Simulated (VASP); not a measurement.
# TiAl (P-6m2) in VASP: single point with r2SCAN

Aim: the single point of TiAl with r2SCAN.

Everything below comes from runs of VASP 6.6.1. Logs are shortened: lines on timing, memory, paths and dates and some standing lists are left out, and cuts for length are marked.

## (1) Starting point

It takes space group P-6m2 (No. 187, hexagonal). The conventional cell has a = 2.848 Å, b = 2.848 Å, c = 4.619 Å, α = 90.00°, β = 90.00°, γ = 120.00°. Ti (site symmetry -6m2) is surrounded by 6 Al at 2.83 Å and 6 Ti at 2.85 Å. Around Al (site symmetry -6m2) lie 6 Ti at 2.83 Å and 6 Al at 2.85 Å.

The cell comes from a database or a generator and needn't be the stable form of this composition.

## (2) Single point, r2SCAN

POSCAR

```
TiAl
1.0
    2.8475335181      0.0000000029      0.0000000000
   -1.4237667615      2.4660363634      0.0000000000
    0.0000000000      0.0000000000      4.6192521812
Ti Al
1 1
Direct
    0.0000000000      0.0000000000      0.0000000000
    0.3333333333      0.6666666667      0.5000000000
```

INCAR.step1

```
SYSTEM = TiAl
  ALGO = Normal
  EDIFF = 1E-4
  ENCUT = 520
  GGA = PE
  ISMEAR = 0
  LASPH = .True.
  LCHARG = .False.
  LREAL = .False.
  LWAVE = .True.
  NBANDS = 14
  NELM = 100
  PREC = Accurate
  SIGMA = 0.1
```

INCAR.step2

```
SYSTEM = TiAl
  ALGO = Normal
  EDIFF = 1E-6
  ENCUT = 520
  ISIF = 2
  ISMEAR = 0
  ISTART = 1
  LASPH = .True.
  LCHARG = .True.
  LELF = .True.
  LMIXTAU = .True.
  LREAL = .False.
  LVHAR = .True.
  LWAVE = .False.
  METAGGA = R2SCAN
  NBANDS = 14
  NELM = 100
  PREC = Accurate
  SIGMA = 0.1
```

KPOINTS

```
k-points
0
Gamma
  18 18 10
  0 0 0
```

Potentials or basis: VASP PAW PBE potentials, release 64 (Ti_sv, Al).

Command:

```
> cat potpaw_PBE.64/Ti_sv/POTCAR potpaw_PBE.64/Al/POTCAR > POTCAR
> cp INCAR.step1 INCAR
> mpirun -np 1 vasp_std > vasp.out
> cp INCAR.step2 INCAR
> mpirun -np 1 vasp_std > vasp.out
```

OUTCAR:

```text
SYSTEM = TiAl
   EDIFF = 1E-6
   ENCUT = 520
   ISIF = 2
   ISMEAR = 0
   ISTART = 1
   LASPH = .True.
   LREAL = .False.
   METAGGA = R2SCAN
   NELM = 100
   PREC = Accurate

 ion  position               nearest neighbor table
   1  0.000  0.000  0.000-   2 2.83   2 2.83   2 2.83   2 2.83   2 2.83   2 2.83
   2  0.333  0.667  0.500-   1 2.83   1 2.83   1 2.83   1 2.83   1 2.83   1 2.83

  LATTYP: Found a hexagonal cell.
 ALAT       =     2.8475335181
 C/A-ratio  =     1.6221941381

  Lattice vectors:

 A1 = (   2.8475335181,   0.0000000029,   0.0000000000)
 A2 = (  -1.4237667615,   2.4660363634,   0.0000000000)
 A3 = (   0.0000000000,   0.0000000000,   4.6192521812)

Analysis of symmetry for initial positions (statically):
=====================================================================
 Subroutine PRICEL returns:
 Original cell was already a primitive cell.

 Routine SETGRP: Setting up the symmetry group for a
 hexagonal supercell.

 Subroutine GETGRP returns: Found 12 space group operations
 (whereof 12 operations were pure point group operations)
 out of a pool of 24 trial point group operations.

The static configuration has the point symmetry D_3h.

Analysis of symmetry for dynamics (positions and initial velocities):
=====================================================================
 Subroutine PRICEL returns:
 Original cell was already a primitive cell.

 Routine SETGRP: Setting up the symmetry group for a
 hexagonal supercell.

 Subroutine GETGRP returns: Found 12 space group operations
 (whereof 12 operations were pure point group operations)
 out of a pool of 24 trial point group operations.

The dynamic configuration has the point symmetry D_3h.

 Subroutine INISYM returns: Found 12 space group operations
 (whereof 12 operations are pure point group operations),
 and found     1 'primitive' translations

----------------------------------------------------------------------------------------

                                     Primitive cell

  volume of cell :      32.4369

  direct lattice vectors                    reciprocal lattice vectors
     2.847533518  0.000000003  0.000000000     0.351181116  0.202754512  0.000000000
    -1.423766762  2.466036363  0.000000000    -0.000000000  0.405509024  0.000000000
     0.000000000  0.000000000  4.619252181     0.000000000  0.000000000  0.216485258

  length of vectors
     2.847533518  2.847533518  4.619252181     0.405509024  0.405509024  0.216485258

  position of ions in fractional coordinates (direct lattice)
     0.000000000  0.000000000  0.000000000
[... 86 lines left out ...]
   POTIM  = 0.5000    time-step for ionic-motion
   TEBEG  =    0.0;   TEEND  =   0.0 temperature during run
   PSTRESS=    0.0 pullay stress
   NELECT =      15.0000    total number of electrons
   NUPDOWN=      -1.0000    fix difference up-down
   EMIN   =  10.00;   EMAX   =-10.00  energy-range for DOS
   EFERMI =   0.00;   METHOD = LEGACY
   ISMEAR =     0;   SIGMA  =   0.10  broadening in eV -4-tet -1-fermi 0-gaus
   EFERMI_NEDOS =   21; number of points for ismear=-14 and -15
   IALGO  =     38    algorithm
   IMIX   =      4    mixing-type and parameters
     AMIX     =   0.40;   BMIX     =  1.00
     AMIX_MAG =   1.60;   BMIX_MAG =  1.00
  volume/ion in A,a.u.               =      16.22       109.45
  Fermi-wavevector in a.u.,A,eV,Ry     =   1.265975  2.392347 21.805970  1.602694
  Thomas-Fermi vector in A             =   2.399200
   LORBIT       =      0    0 simple, 1 ext, 2 COOP (PROOUT), +10 PAW based schemes
   METAGGA = R2SCAN    functional components
   LHFCALC =     F    Hartree Fock is set to
   AEXX    =    0.0000 exact exchange contribution
   IVDW    =     0    specifies the selected vdW correction
   LEPSILON=     F    determine dielectric tensor
   LRPA    =     F    only Hartree local field effects (RPA)
 non-spin polarized calculation
 Gauss-broadening in eV      SIGMA  =   0.10
  energy-cutoff  :      520.00
  volume of cell :       32.44
 maximum number of plane-waves:       888
 NGX is ok and might be reduce to    24
   NGX = 11   NGY = 11   NGZ = 17

 number of electron      15.0000005 magnetization

 Free energy of the ion-electron system (eV)
  ---------------------------------------------------
  ext. energy  EPLUGINS =         0.00000000
  ---------------------------------------------------
  free energy    TOTEN  =       -20.23777087 eV

  energy without entropy =      -20.22644405  energy(sigma->0) =      -20.23210746

 E-fermi :   8.1025     XC(G=0): -11.8676

 val. band max:        8.1023294437   @ k =   0.3333   0.2778   0.3000
 cond. band min:       8.1030879752   @ k =   0.1667   0.0000   0.5000
 fundamental gap:      0.0007585315
 Fermi energy:         8.1025417031

 k-point     1 :       0.0000    0.0000    0.0000
  band No.  band energies     occupation
      1     -50.6899      2.00000
      2     -25.9724      2.00000
      3     -25.5163      2.00000
      4     -25.5163      2.00000
      5      -1.4646      2.00000
      6       5.6698      2.00000
      7       6.0520      2.00000
      8       9.5712      0.00000
      9       9.5713      0.00000
     10      11.2469      0.00000
     11      11.2469      0.00000
     12      12.5267      0.00000
     13      21.9100      0.00000
     14      21.9100      0.00000
[... 377 lines left out ...]
      1     -50.5807      2.00000
      2     -26.1202      2.00000
      3     -25.8655      2.00000
      4     -25.7063      2.00000
      5       3.5788      2.00000
      6       6.0014      2.00000
      7       6.6400      2.00000
      8       7.2890      2.00000
      9       9.9331      0.00000
     10      11.4811      0.00000
     11      12.5419      0.00000
     12      13.0659      0.00000
     13      14.0618      0.00000
     14      15.2358      0.00000

 [... further k-points ...]
[... 5 lines left out ...]
  --------------------------------------------------------------------------------------
  -------------------------------------------------------------------------------------
  Total        0.4497057      0.4497057      0.3889739      0.0000000      0.0000000      0.0000000
  in kB       22.2125795     22.2125795     19.2128176      0.0000000      0.0000000      0.0000000
  external PRESSURE =      21.2126589 kB  Pullay stress =       0.0000000 kB

 VOLUME and BASIS-vectors are now :
 -----------------------------------------------------------------------------
  energy-cutoff  :      520.00
  volume of cell :       32.44
      direct lattice vectors                 reciprocal lattice vectors
     2.847533518  0.000000003  0.000000000     0.351181116  0.202754512  0.000000000
    -1.423766762  2.466036363  0.000000000    -0.000000000  0.405509024  0.000000000
     0.000000000  0.000000000  4.619252181     0.000000000  0.000000000  0.216485258

 POSITION                                       TOTAL-FORCE (eV/Angst)
 -----------------------------------------------------------------------------------
      0.00000      0.00000      0.00000         0.000000     -0.000000      0.000000
     -0.00000      1.64402      2.30963         0.000000      0.000000      0.000000
 -----------------------------------------------------------------------------------
    total drift:                                0.000000     -0.000000      0.000000

  FREE ENERGIE OF THE ION-ELECTRON SYSTEM (eV)
  ---------------------------------------------------
  free  energy   TOTEN  =       -20.2377708715 eV

  energy  without entropy=      -20.2264440522  energy(sigma->0) =      -20.23210746
```

OSZICAR.step1:

```text
N       E                     dE             d eps       ncg     rms          rms(c)
DAV:   1     0.100283701462E+03    0.10028E+03   -0.71075E+03  6228   0.109E+03
DAV:   2    -0.776108937354E+01   -0.10804E+03   -0.10376E+03  6486   0.300E+02
DAV:   3    -0.134057519249E+02   -0.56447E+01   -0.55370E+01  9404   0.661E+01
DAV:   4    -0.135646422124E+02   -0.15889E+00   -0.15863E+00  7078   0.982E+00
DAV:   5    -0.135700214171E+02   -0.53792E-02   -0.53789E-02  9328   0.170E+00    0.939E+00
DAV:   6    -0.123653503767E+02    0.12047E+01   -0.58860E+00  7034   0.299E+01    0.375E+00
DAV:   7    -0.121041237342E+02    0.26123E+00   -0.73039E-01  6822   0.987E+00    0.207E+00
DAV:   8    -0.120848537174E+02    0.19270E-01   -0.16581E-01  7134   0.470E+00    0.828E-01
DAV:   9    -0.120833686766E+02    0.14850E-02   -0.50906E-02  6812   0.322E+00    0.440E-01
DAV:  10    -0.120805943097E+02    0.27744E-02   -0.79300E-03  6932   0.116E+00    0.605E-02
DAV:  11    -0.120806607361E+02   -0.66426E-04   -0.78108E-04  8534   0.268E-01
   1 F= -.12080661E+02 E0= -.12074351E+02  d E =-.126194E-01
```

Run time: 3.6 min. Hardware: 1 thread of Intel Xeon Platinum 8488C (Sapphire Rapids), shared host; peak memory 0.24 GiB.

What came out:

- Free energy: -20.2378 eV
- Pressure: 2.1 GPa
- Band gap on the k mesh: none (metal or under the smearing width)

Stress tensor (GPa, compression positive):
```
2.22 0.00 0.00
0.00 2.22 0.00
0.00 0.00 1.92
```

Caveat: the PAW data sets were made with another functional, which shifts forces and pressure a little.
